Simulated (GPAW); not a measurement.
Runs of GPAW 26.7.0 on TiSi2. The structure is orthorhombic, space group Immm (No. 71). Conventional cell: a = 2.946 Å, b = 3.424 Å, c = 8.424 Å, α = 90.00°, β = 90.00°, γ = 90.00°. Around Ti (site symmetry mmm) lie 10 Si at 2.67 to 2.78 Å and 2 Ti at 2.95 Å. Si (site symmetry mm2) is surrounded by 7 Si at 2.63 to 2.95 Å and 5 Ti at 2.67 to 2.78 Å. The cell comes from a database or a generator and needn't be the stable form of this composition.

| task | level | potentials or basis | k mesh | band path | band points | pressure (GPa) | V0 of scaled cells (Å³/atom) | B0 (GPa) | largest force (eV/Å) |
| --- | --- | --- | --- | --- | --- | --- | --- | --- | --- |
| band structure | LDA | the program's PAW data sets (release 1.2.1) made for this functional, pw | 8 × 8 × 8 | GXLTWRX1ZGYSW,L1Y,Y1Z | 60 | -6.2 | - | - | 0.07 |
| band structure | PBEsol | PAW data sets generated in the run's folder for this functional, pw | 8 × 8 × 8 | GXLTWRX1ZGYSW,L1Y,Y1Z | 60 | -3.2 | - | - | 0.01 |
| equation of state | LDA | the program's PAW data sets (release 1.2.1) made for this functional, pw | 8 × 8 × 8 | - | - | - | 13.59 | (b) | - |
| equation of state | PBEsol | PAW data sets generated in the run's folder for this functional, pw | 8 × 8 × 8 | - | - | - | 13.88 | 149 | - |
| single point | PBEsol | PAW data sets generated in the run's folder for this functional, pw | 12 × 12 × 12 | - | - | -3.3 | - | - | (a) |

Alike in all rows: no spin polarisation; cell as given; cutoff (eV) 600; smearing fermi-dirac 0.05 eV.

Task: Fill in the values left out.

Result: (a) 0.06; (b) 154.

Caveats: the cell was scaled at fixed shape and fractional positions, which overstates the stiffness of a crystal with free parameters, most of all of layers and chains (some runs).

Not every run made on this cell is shown here.
